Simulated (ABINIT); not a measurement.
The system is GaN.

```
Ga N
1.0
     0.00000    2.25350    2.25350
     2.25350    0.00000    2.25350
     2.25350    2.25350    0.00000
Ga N
1 1
Direct
  0.00000 0.00000 0.00000
  0.25000 0.25000 0.25000
```

The cell is a database's computed one.

Base run:

```yaml
Program: ABINIT 10.8.3 (patched build)
Functional: r2SCAN
Potentials_or_basis: JTH PAW PBE v2.0
Cutoff: 844 eV
k_mesh: 10 × 10 × 10
Occupations: fermi-dirac, width 0.05 eV
Spin: no spin polarisation
```

Its results: band gap on the k mesh 2.13 eV, direct; pressure 2.3 GPa.

Task: After a change of settings the same cell gave: band gap on the k mesh 1.73 eV, direct; pressure 8.7 GPa. Which change was it?
A. functional from r2SCAN to RPBE
B. functional from r2SCAN to PW91
C. functional from r2SCAN to revPBE
D. functional from r2SCAN to PBE

Result: C.

r2SCAN gives the wider gap, since meta-GGAs in the generalised Kohn-Sham scheme recover part of the derivative discontinuity.

Caveats: the PAW data sets were made with another functional, which shifts forces and pressure a little.
